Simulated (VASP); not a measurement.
A run of VASP 6.6.1 is set up as follows.

Contents of INCAR:

```
PREC     = Accurate       # precision mode
ENCUT    = 520            # plane-wave cutoff, eV
EDIFF    = 1E-7           # SCF threshold, eV
ISMEAR   = -1             # smearing method
SIGMA    = 0.1            # smearing width, eV
LREAL    = False          # projectors in reciprocal space
LASPH    = True           # aspherical terms in the spheres
NELM     = 100            # most SCF steps
ALGO     = Normal         # electronic algorithm
ISIF     = 2              # what is computed and relaxed
LWAVE    = False          # write WAVECAR
LCHARG   = False          # write CHGCAR
GGA      = B5             # functional
ALDAX    = 1.0          
AGGAX    = 1.0          
AGGAC    = 1.0          
ALDAC    = 0.0          
NBANDS   = 10             # bands
```

The input KPOINTS:

```
Automatic mesh
0
Gamma
  23 23 4
```

The input POSCAR:

```
B
1.0
    1.7396228578      0.0000000000      0.0000000000
   -0.8698114289      1.5065575878      0.0000000000
    0.0000000000      0.0000000000     10.7943299806
B
2
Direct
    0.3333333333      0.6666666667      0.2500000000
    0.6666666667      0.3333333333      0.7500000000
```

Potentials or basis: VASP PAW PBE potentials, release 64 (B).

Command:

```sh
$ cat potpaw_PBE.64/B/POTCAR > POTCAR
$ mpirun -np 1 vasp_std > vasp.out
```

(1) What does it give for the pressure?

(2) What does it give for the band gap on the k mesh?

Answers

(1) -5.3 GPa.

(2) none (metal or under the smearing width).

Caveat: the PAW data sets were made with another functional, which shifts forces and pressure a little; this functional lacks dispersion, which binds the layers, so the pressure and a relaxed spacing across them are unreliable.
